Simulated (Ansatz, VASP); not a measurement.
## Cr: VASP beside Ansatz

File POSCAR:

```
Cr
1.0
   -1.4149597590      1.4149597590      1.4149597590
    1.4149597590     -1.4149597590      1.4149597590
    1.4149597590      1.4149597590     -1.4149597590
Cr
1
Direct
    0.0000000000      0.0000000000      0.0000000000
```

INCAR.step1

```
SYSTEM = Cr
PREC = Accurate
ENCUT = 520
ISMEAR = 0
SIGMA = 0.3
LREAL = .FALSE.
LASPH = .TRUE.
NELM = 60
NBANDS = 12
GGA = PE
ALGO = Normal
EDIFF = 1E-4
LWAVE = .TRUE.
LCHARG = .FALSE.
```

Contents of INCAR.step2:

```
SYSTEM = Cr
PREC = Accurate
ENCUT = 520
EDIFF = 1E-6
ISMEAR = 0
SIGMA = 0.3
LREAL = .FALSE.
LASPH = .TRUE.
NELM = 60
ALGO = Normal
ISIF = 2
LWAVE = .FALSE.
LCHARG = .FALSE.
METAGGA = R2SCAN
LMIXTAU = .TRUE.
NBANDS = 12
ISTART = 1
```

Contents of KPOINTS:

```
regular mesh
0
G
  15 15 15
  0 0 0
```

Input for Ansatz:

```yaml
crystal:
  lattice:
    - [-1.414959759, 1.414959759, 1.414959759]
    - [1.414959759, -1.414959759, 1.414959759]
    - [1.414959759, 1.414959759, -1.414959759]
  atoms:
    - { symbol: Cr, position: [0.0, 0.0, 0.0] }
hamiltonian:
  xc: r2scan
  pseudopotentials:
    kind: paw
    azcp:
      Cr: "pseudopotentials/Cr.paw.azcp"
basis:
  ecutwfc: 500
  fft_grid_basis: typed
kpoints:
  mp_grid: { grid: [15, 15, 15], shift: [0, 0, 0] }
magnetization:
  spin_polarized: false
scf:
  occupations: { method: gaussian, width: 0.3 }
  lower_state_search: "off"
output:
  stress: true
  write_density: true
  write_potential: true
  elf: true
  volumetric_format: npy
```

Alike in both runs: task single point; functional r2SCAN; k mesh 15 × 15 × 15; occupations gaussian, width 0.3 eV; no spin polarisation.

```csv
,VASP,Ansatz
version,VASP 6.6.1,Ansatz 0.2.0
potentials or method,"VASP PAW PBE potentials, release 64 (Cr_pv)","plane waves (500 eV) with PAW, scalar-relativistic"
plane-wave cutoff (eV),520,500
valence electrons in the cell,12,14
```

VASP gave:

```
pressure (GPa) : 0.7
```

Q: What did Ansatz give for the same quantities?

A: Pressure (GPa): 0.0.

With one functional, cell and mesh, what is left measures potentials, basis and numerics. The two sets of potentials don't hold the same shells in valence.

Caveats: the PAW data sets were made with another functional, which shifts forces and pressure a little (VASP); the run has no spin polarisation, though such a crystal can be magnetic. Spin polarisation is off, so any magnetic state and its effect on volume and gap are missing.
